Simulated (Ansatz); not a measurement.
**Uniaxial strain in Si**

Cell: a COD entry whose atoms were relaxed with PBE, the cell held.

```
Si
1.0
    -3.31800    3.31800    3.31800
     3.31800   -3.31800    3.31800
     3.31800    3.31800   -3.31800
Si
8
Direct
  0.20332 0.20332 0.20332
  0.50000 0.00000 0.29668
  0.29668 0.50000 0.00000
  0.00000 0.29668 0.50000
  0.79668 0.79668 0.79668
  0.50000 0.00000 0.70332
  0.70332 0.50000 0.00000
  0.00000 0.70332 0.50000
```

Atoms are numbered from 1 in the order listed; like atoms form one site, named after its first atom.

Level of theory: DFT, PBE, plane waves and PAW, scalar-relativistic, 420 eV cutoff, Γ-centred 10×10×10 k-points, Fermi–Dirac smearing 0.05 eV (Ansatz 0.2.0).

The cell is stretched along z (the third Cartesian axis of the run's cell), x and y held, and the ions relax again each time. Tension counts as positive.

| strain along z (%) | stress along z (GPa) | stress along x (GPa) |
| --- | --- | --- |
| -3 | -6.2 | -2.5 |
| -2 | -4.4 | -1.9 |
| -1 | ? | ? |
| 0 | -0.9 | -0.9 |
| +1 | 0.8 | -0.4 |
| +2 | 2.5 | -0.1 |
| +3 | 4.1 | 0.3 |

**Question.** Estimate the row at -1 % from the others.

**Answer.** stress along z (GPa): -2.6; stress along x (GPa): -1.4. Worked: parabolas through the other 6 rows give -2.6 and -1.4 GPa at -1 %. Their slopes at zero strain are 173 GPa (C₁₁) and 46 GPa (C₁₂).

All values belong to this cell and structure model.
